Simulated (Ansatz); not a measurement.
The same path of a periodic cell of 47 atoms, Si₁₆O₃₁ (host SiO2, host structure P6_3/mmc, one O atom removed) was run twice with different band settings. Lost on the way: Si2–Si4, Si3–O9. Made: Si2–Si3, Si4–O9.

Theory: DFT PBEsol, scalar-relativistic, plane waves, PAW in Ansatz 0.2.0. Settings: PAW set soft_1, cutoff 420 eV, k mesh 1x1x2, gaussian smearing 0.02 eV, no spin polarisation.

Relaxed end points:

```xyz
47
Lattice="-5.2328 -9.0635 0.0000 7.8492 -4.5317 0.0000 0.0000 0.0000 8.5398" Properties=species:S:1:pos:R:3
Si 2.548 -7.569 7.911
Si 0.280 -6.187 3.854
Si 0.015 -6.107 0.621
Si 2.349 -7.378 4.679
O -1.455 -6.699 0.259
O 2.384 -8.959 4.252
O 1.141 -7.081 -0.004
O 2.441 -7.338 6.309
O 0.267 -6.086 2.224
O -1.106 -6.946 4.283
O 2.768 -9.139 -0.268
Si -0.024 -3.079 8.040
Si 5.181 -6.079 3.723
Si 5.190 -6.088 0.493
Si -0.009 -3.085 4.809
O 3.771 -6.699 -0.009
O 0.196 -4.650 4.412
O -1.436 -2.485 4.265
O -1.460 -2.523 -0.003
O 0.024 -2.993 6.425
O 5.242 -5.999 2.107
O 3.722 -6.683 4.120
O 0.158 -4.612 0.004
Si 5.220 -3.044 8.004
Si 2.596 -1.470 3.755
Si 2.599 -1.532 0.528
Si 5.276 -3.015 4.778
O 1.165 -2.165 0.115
O 5.289 -4.579 4.339
O 3.923 -2.264 4.267
O 3.785 -2.501 -0.006
O 5.314 -2.912 6.394
O 2.666 -1.391 2.139
O 1.236 -2.240 4.197
O 5.385 -4.603 -0.126
Si -2.614 -7.556 8.044
Si 2.644 -10.472 3.710
Si 2.607 -10.569 0.488
Si -2.548 -7.477 4.822
O 1.166 -11.222 0.136
O -2.705 -9.029 4.366
O -3.800 -6.577 4.266
O -4.065 -7.033 -0.005
O -2.514 -7.374 6.439
O 2.718 -10.389 2.093
O 1.378 -11.386 4.163
O -2.458 -9.129 -0.139
```

```xyz
47
Lattice="-5.2328 -9.0635 0.0000 7.8492 -4.5317 0.0000 0.0000 0.0000 8.5398" Properties=species:S:1:pos:R:3
Si 2.521 -7.498 8.015
Si -0.003 -6.041 3.372
Si -0.003 -6.041 0.898
Si 2.521 -7.498 4.794
O -1.316 -6.808 0.302
O 2.593 -9.056 4.375
O 1.315 -6.802 0.308
O 2.288 -7.363 6.405
O 1.315 -6.802 3.962
O -1.316 -6.808 3.968
O 2.593 -9.056 -0.105
Si 0.000 -3.122 8.017
Si 5.227 -6.085 3.758
Si 5.227 -6.085 0.512
Si 0.000 -3.122 4.792
O 3.907 -6.781 -0.105
O 0.005 -4.520 3.968
O -1.324 -2.293 4.374
O -1.324 -2.293 -0.104
O 0.008 -3.382 6.405
O 5.226 -6.192 2.135
O 3.907 -6.781 4.375
O 0.005 -4.520 0.302
Si 5.242 -3.026 8.029
Si 2.589 -1.495 3.758
Si 2.589 -1.495 0.512
Si 5.242 -3.026 4.781
O 1.307 -2.268 -0.098
O 5.249 -4.538 4.215
O 3.930 -2.269 4.219
O 3.930 -2.269 0.051
O 5.241 -3.026 6.405
O 2.502 -1.444 2.135
O 1.307 -2.268 4.368
O 5.249 -4.538 0.055
Si -2.530 -7.502 8.017
Si 2.650 -10.547 3.758
Si 2.650 -10.547 0.512
Si -2.530 -7.502 4.792
O 1.322 -11.340 0.055
O -2.615 -9.061 4.368
O -3.909 -6.770 4.374
O -3.909 -6.770 -0.104
O -2.300 -7.379 6.405
O 2.743 -10.493 2.135
O 1.322 -11.340 4.215
O -2.615 -9.061 -0.098
```

Common settings: climbing image yes; spring 5.0 eV/Å²; optimiser quadratic models (default); force threshold 0.05 eV/Å; end points relaxed.

| run | movable images | start path | iteration limit | theory |
| --- | --- | --- | --- | --- |
| 1 | 5 | straight line | 36 | DFT PBEsol, scalar-relativistic, plane waves, PAW PAW set soft_1, cutoff 420 eV, k mesh 1x1x2, gaussian smearing 0.02 eV, no spin polarisation |
| 2 | 3 | default | 40 | DFT PBEsol, scalar-relativistic, plane waves, PAW PAW set soft_1, cutoff 420 eV, k mesh 1x1x1, gaussian smearing 0.02 eV, no spin polarisation |

Q: What does each run give, and how far can it be trusted?

A: Run 1: converged after 22 iterations, highest image 4.164 eV above the first end. Neighbouring images differ by up to 2.5 eV, so the band resolves the path poorly. By the program's own check the climbing image is of a kind that is not told: the force calls were inconclusive, a negative curvature could not be distinguished from the path's own, the only one lies far off the path, or fixed occupations may fill a level only in part (lowest curvatures found: -5.04 and -0.08 eV/Å²).
Run 2: converged after 22 iterations, highest image 4.282 eV above the first end. Neighbouring images differ by up to 4.0 eV, so the band resolves the path poorly. The order of the stationary point at the top wasn't checked. One k-point is too few for this cell, so energies aren't converged.
Limits of this set-up: coarse k mesh, PAW files made for another functional.
